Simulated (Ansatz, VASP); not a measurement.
**Two plane-wave programs on Ba**

INCAR

```
PREC = Accurate ; ENCUT = 520
EDIFF = 1E-7 ; ISMEAR = -1
SIGMA = 0.1 ; LREAL = F
LASPH = T ; NELM = 100
ALGO = Normal ; ISIF = 2
LWAVE = F ; LCHARG = F
GGA = B5 ; ALDAX = 1.0
AGGAX = 1.0 ; AGGAC = 1.0
ALDAC = 0.0 ; NBANDS = 17
```

The input KPOINTS:

```
Automatic mesh
0
Gamma
  9 9 5
```

The input POSCAR:

```
Ba
1.0
    4.6708127242      0.0000000000      0.0000000000
   -2.3354063621      4.0450424755      0.0000000000
    0.0000000000      0.0000000000      7.6429694117
Ba
2
Direct
    0.3333333333      0.6666666667      0.2500000000
    0.6666666667      0.3333333333      0.7500000000
```

Input for Ansatz:

```yaml
crystal:
  lattice:
    - [4.6708127242, 0.0, 0.0]
    - [-2.3354063621, 4.0450424755, 0.0]
    - [0.0, 0.0, 7.6429694117]
  atoms:
    - { symbol: Ba, position: [0.3333333333, 0.6666666667, 0.25] }
    - { symbol: Ba, position: [0.6666666667, 0.3333333333, 0.75] }
hamiltonian:
  xc: blyp
  pseudopotentials:
    kind: paw
    azcp:
      Ba: "pseudopotentials/Ba.paw.azcp"
basis:
  ecutwfc: 420
  fft_grid_basis: typed
kpoints:
  mp_grid: { grid: [9, 9, 5], shift: [0, 0, 0] }
magnetization:
  spin_polarized: false
scf:
  occupations: { method: fermi_dirac, width: 0.1 }
  lower_state_search: "off"
output:
  stress: true
```

Alike in both runs: task single point; functional BLYP; k mesh 9 × 9 × 5; occupations fermi-dirac, width 0.1 eV; no spin polarisation.

|  | VASP | Ansatz |
| --- | --- | --- |
| version | VASP 6.6.1 | Ansatz 0.2.0 |
| potentials or method | VASP PAW PBE potentials, release 64 (Ba_sv) | plane waves (420 eV) with PAW, scalar-relativistic |
| plane-wave cutoff (eV) | 520 | 420 |
| valence electrons in the cell | 20 | 20 |

```tsv
	VASP	Ansatz	Ansatz less VASP
pressure (GPa)	-0.5	-0.5	-0.02
```

The functional is the same, so the differences come from potentials, cutoffs and numerics.

Caveats: the PAW data sets were made with another functional, which shifts forces and pressure a little (VASP). Spin-orbit coupling is left out, which matters for the levels of Ba.
